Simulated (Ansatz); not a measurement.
A frame of HfO2 from dynamics at 3000 K, with the forces (eV/Å) computed on a k mesh in the last three columns. The calculation used Ansatz 0.2.0, DFT PBE, scalar-relativistic, plane waves, PAW.

Settings: cutoff 420 eV, Γ-centred mesh 3×4×4 on the computed 15-atom cell, Fermi–Dirac smearing of 0.26 eV; no spin polarisation.

```xyz
15
Lattice="5.859 0.129 -0.176 0.129 5.415 -0.018 -0.176 -0.018 5.758" Properties=species:S:1:pos:R:3:forces:R:3 pbc="T T T"
Hf    4.986    3.122    0.287   -0.120    1.220   -1.050
Hf    5.696    0.757    2.549    2.850   -1.930    1.170
Hf    2.341    2.034    2.639    0.600    1.300    3.010
Hf    1.531    0.159    5.640   -1.270   -1.360   -2.330
Hf    3.452    4.654    3.010    0.500   -2.260    2.830
O     0.733    1.820    0.937   -0.250    0.990    1.970
O     1.164    1.621    4.341   -5.770    0.660   -2.680
O     1.846    0.192    2.000   -0.600   -0.940   -0.520
O     4.128    2.979    4.082   -0.210   -0.070    0.500
O     5.637    4.917    5.334    0.290   -0.360    0.640
O     3.008    0.850    4.216    5.170   -2.240   -0.690
O     3.052    3.304    1.398    0.410    2.840   -2.290
O     4.318    1.282    1.412   -2.880   -0.180    0.380
O     5.344    4.089    2.185    0.700    2.540   -0.220
O     1.835    4.110    4.133    0.570   -0.210   -0.710
```

Static pressure 9.4 GPa (no kinetic part), a gap on the mesh of 1.60 eV.

Counting as bonded all pairs within 1.2 times the summed covalent radii, but none from a metal cation to another cation:

```
atom → neighbour mean count mean length (Å) spread (Å)
          Hf → O        6.40             2.18        0.19
          O → Hf        3.20             2.18        0.19
```

Angles between all pairs of such bonds at an atom (mean ± spread): 101 ± 30° at Hf, 108 ± 24° at O.

Spin-orbit coupling is left out, which matters for the bands of heavy elements. An odd mesh misses points on the zone edge, so a gap read on it can be too wide.

Cost: 1 run of about 1.5 core-minutes, on Intel Xeon Processor @ 2.70GHz (shared hosts).